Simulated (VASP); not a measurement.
Set up this calculation in VASP 6.6.1, as the native input.

- Task: single point
- Functional: PBE
- Potentials or basis: VASP PAW PBE potentials, release 64 (Ru_pv)
- Cutoff: 520 eV
- k mesh: 10 × 10 × 10
- Occupations: fermi-dirac, width 0.03 eV
- Spin: no spin polarisation
- Dipole correction: no
- Further INCAR settings: ALGO = Normal; EDIFF = 1e-06; NBANDS = 21

The structure of Ru lies in POSCAR:

```
Ru
1.0
    0.0000000000      2.7269856412      2.7269856412
    2.7269856412      0.0000000000      2.7269856412
    2.7269856412      2.7269856412      0.0000000000
Ru
2
Direct
    0.0000000000      0.0000000000      0.0000000000
    0.2500000000      0.2500000000      0.2500000000
```

This isn't the form of Ru at room conditions, which is hcp.

The cell isn't the ideal one: cell and atoms relaxed from a first guess.

The input as run:

INCAR

```
SYSTEM = Ru
PREC     = Accurate       ! precision mode
ENCUT    = 520            ! plane-wave cutoff, eV
EDIFF    = 1E-6           ! SCF threshold, eV
ISMEAR   = -1             ! smearing method
SIGMA    = 0.03           ! smearing width, eV
LREAL    = .False.        ! projectors in reciprocal space
LASPH    = .True.         ! aspherical terms in the spheres
NELM     = 100            ! most SCF steps
ALGO     = Normal         ! electronic algorithm
ISIF     = 2              ! what is computed and relaxed
LWAVE    = .False.        ! write WAVECAR
LCHARG   = .False.        ! write CHGCAR
GGA      = PE             ! functional
NBANDS   = 21             ! bands
```

KPOINTS

```
regular mesh
0
Gamma
  10 10 10
  0 0 0
```

Potentials or basis: VASP PAW PBE potentials, release 64 (Ru_pv).

Command:

```console
$ cat potpaw_PBE.64/Ru_pv/POTCAR > POTCAR
$ mpirun -np 1 vasp_std > vasp.out
```

It gave:

| Quantity | Value |
| --- | --- |
| Pressure | 0.3 GPa |
| Band gap on the k mesh | none (metal or under the smearing width) |

Run time: 16 s on 1 thread of Intel(R) Xeon(R) Platinum 8559C (Emerald Rapids), with other jobs on the host, peak memory 0.17 GiB.
